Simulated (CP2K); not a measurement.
Runs of CP2K 2026.2 on BaS. Symmetry: Fm-3m, No. 225, cubic system. Conventional cell: a = 6.387 Å, b = 6.387 Å, c = 6.387 Å, α = 90.00°, β = 90.00°, γ = 90.00°. Ba (site symmetry m-3m) has 6 S at 3.19 Å as nearest neighbours. Around S (site symmetry m-3m) lie 6 Ba at 3.19 Å. 

```csv
potentials or basis,ADDED_MOS,gap on the mesh (eV),pressure (GPa)
"POTENTIAL_UZH Ba GTH-PBE-q10, S GTH-PBE-q6; TZV2P-MOLOPT-PBE-GTH basis",[10],2.19,(d)
"GTH_POTENTIALS Ba GTH-PBE-q10, S GTH-PBE-q6; DZVP-MOLOPT-SR-GTH basis",[10],2.80,1.9
"GTH_POTENTIALS Ba GTH-PBE-q10, S GTH-PBE-q6; TZVP-MOLOPT-SR-GTH, TZVP-MOLOPT-GTH basis",[10],2.65,1.5
"POTENTIAL_UZH Ba GTH-PBE-q10, S GTH-PBE-q6; TZVP-MOLOPT-PBE-GTH basis",[10],2.19,(c)
"POTENTIAL_UZH Ba GTH-PBE-q10, S GTH-PBE-q6; ccGRB-D basis",[10],2.70,4.7
"GTH_POTENTIALS Ba GTH-PBE-q10, S GTH-PBE-q6; SZV-MOLOPT-SR-GTH basis",[1],(b),(a)
"POTENTIAL_UZH Ba GTH-PBE-q10, S GTH-PBE-q6; DZVP-MOLOPT-PBE-GTH basis",[10],2.34,2.0
```

Alike in all rows: task atomic charges; level PBE; no spin polarisation; cell as given; k mesh 7 × 7 × 7; smearing fermi-dirac 0.05 eV.

Problem. Fill in the values left out.

Solution. (a) 8.8; (b) none; (c) 1.3; (d) 1.2.

Caveats: the basis of atomic orbitals isn't converged, which shifts pressures, moduli and gaps; spin-orbit coupling is left out, which moves the levels of the heavy elements (some runs); an odd mesh through Γ misses points on the zone boundary, where band edges often lie (some runs); a minimal basis gives rough bond lengths, pressures and levels (some runs).

A k mesh can miss the band edges, and the runs leave out spin-orbit coupling on Ba.
